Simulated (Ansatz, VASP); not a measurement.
# One calculation of TiC, two programs

Contents of INCAR:

```
SYSTEM = TiC
PREC = Accurate
ENCUT = 520
EDIFF = 1E-6
ISMEAR = -1
SIGMA = 0.05
LREAL = .FALSE.
LASPH = .TRUE.
NELM = 100
ALGO = Normal
ISIF = 2
LWAVE = .FALSE.
LCHARG = .FALSE.
GGA = B5
ALDAX = 1.0
AGGAX = 1.0
AGGAC = 1.0
ALDAC = 0.0
NBANDS = 15
```

Contents of KPOINTS:

```
Automatic mesh
0
G
  11 11 11
  0 0 0
```

POSCAR

```
TiC
1.0
    0.0000000000      2.1657188437      2.1657188437
    2.1657188437      0.0000000000      2.1657188437
    2.1657188437      2.1657188437      0.0000000000
Ti C
1 1
Direct
    0.0000000000      0.0000000000      0.0000000000
    0.5000000000      0.5000000000      0.5000000000
```

The input input.yaml:

```yaml
crystal:
  lattice:
    - [0.0, 2.1657188437, 2.1657188437]
    - [2.1657188437, 0.0, 2.1657188437]
    - [2.1657188437, 2.1657188437, 0.0]
  atoms:
    - { symbol: Ti, position: [0.0, 0.0, 0.0] }
    - { symbol: C, position: [0.5, 0.5, 0.5] }
hamiltonian:
  xc: blyp
  pseudopotentials: { kind: paw }
kpoints:
  mp_grid: { grid: [11, 11, 11] }
  band_path:
    path:
      - [[0.0, 0.0, 0.0], [0.5, 0.0, 0.5], [0.5, 0.25, 0.75], [0.375, 0.375, 0.75], [0.0, 0.0, 0.0], [0.5, 0.5, 0.5], [0.625, 0.25, 0.625], [0.5, 0.25, 0.75], [0.5, 0.5, 0.5], [0.375, 0.375, 0.75]]
      - [[0.625, 0.25, 0.625], [0.5, 0.0, 0.5]]
    npoints: 14
scf:
  occupations: { method: fermi_dirac, width: 0.05 }
  n_extra_bands: 6
output:
  forces: true
  stress: true
  eigenvalues: true
  fatbands: false
```

The cell is a database's computed one.

Alike in both runs: functional BLYP; k mesh 11 × 11 × 11; occupations fermi-dirac, width 0.05 eV; no spin polarisation.

```csv
,VASP,Ansatz
version,VASP 6.6.1,Ansatz 0.2.0
potentials or method,"VASP PAW PBE potentials, release 64 (Ti_sv, C)",Ansatz PAW
plane-wave cutoff (eV),520,420
valence electrons in the cell,16,16
task,single point,band structure
```

```csv
,VASP,Ansatz,Ansatz less VASP
gap on the k mesh at the Fermi level (eV),none,none,-
pressure (GPa),8.9,8.3,-0.57
```

A gap of «none» marks a metal or a gap that the smearing closes.

Caveats: the PAW data sets were made with another functional, which shifts forces and pressure a little (VASP); the pressure holds a Pulay correction of +0.3 GPa for the finite cutoff (Ansatz); the PAW data sets come from PBE, with cores solved anew for the run's functional, which leaves a small shift of forces and pressure (Ansatz).
